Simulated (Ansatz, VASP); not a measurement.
## BN: 4 runs at one level of theory

The starting cell:

```
CELL_PARAMETERS angstrom
0.00000 1.81300 1.81300
1.81300 0.00000 1.81300
1.81300 1.81300 0.00000
ATOMIC_POSITIONS crystal
N 0.25000 0.25000 0.25000
B 0.00000 0.00000 0.00000
```

The cell is a database's computed one, not the measured one.

Alike in all runs: task relaxation of cell and atoms; functional PBE; k mesh 13 × 13 × 13; occupations fermi-dirac, width 0.05 eV; no spin polarisation; no spin-orbit coupling.

| program and potentials | plane-wave cutoff (eV) | notes | equilibrium volume (Å³/atom) |
| --- | --- | --- | --- |
| VASP, PBE PAW files B, N, release 54, 600 eV | 600 | - | 5.95 |
| VASP, PBE PAW files B, N, release 54, 580 eV | 580 | - | 5.95 |
| Ansatz, all-electron LAPW, scalar-relativistic | - | - | 5.95 |
| VASP, PBE PAW files B_GW, N_GW, 680 eV | 680 | - | 5.95 |

All agree on the equilibrium volume. Relaxations stop with a little pressure left, so the last digit of a volume isn't settled.

Differences between rows come from potentials, basis sets and numerical settings, since the functional is the same but for its coding. Runs on potential files found faulty are left out.
